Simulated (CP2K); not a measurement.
Hf:

```
CELL_PARAMETERS angstrom
3.19670 0.00000 0.00000
-1.59835 2.76842 0.00000
0.00000 0.00000 5.05780
ATOMIC_POSITIONS crystal
Hf 0.66667 0.33333 0.75000
Hf 0.33333 0.66667 0.25000
```

Base run:

```yaml
Program: CP2K 2026.2
Functional: BEEF-vdW
Potentials_or_basis: POTENTIAL_UZH Hf GTH-PBE-q12; TZVP-MOLOPT-PBE-GTH basis
Density_cutoff: 9184 eV
k_mesh: 10 × 10 × 5
Occupations: fermi-dirac, width 0.05 eV
Spin: no spin polarisation
```

Its results: band gap on the k mesh none (metal or under the smearing width); pressure 1.4 GPa.

Q: After a change of settings the same cell gave: band gap on the k mesh none (metal or under the smearing width); pressure -2.5 GPa. Which change was it?
A. functional from BEEF-vdW to r2SCAN
B. functional from BEEF-vdW to vdW-DF-cx
C. functional from BEEF-vdW to LDA
D. functional from BEEF-vdW to PBE

A: B.

Caveats: the potentials were made for another functional, which shifts forces and pressure; the basis of atomic orbitals isn't converged, which shifts pressures, moduli and gaps.
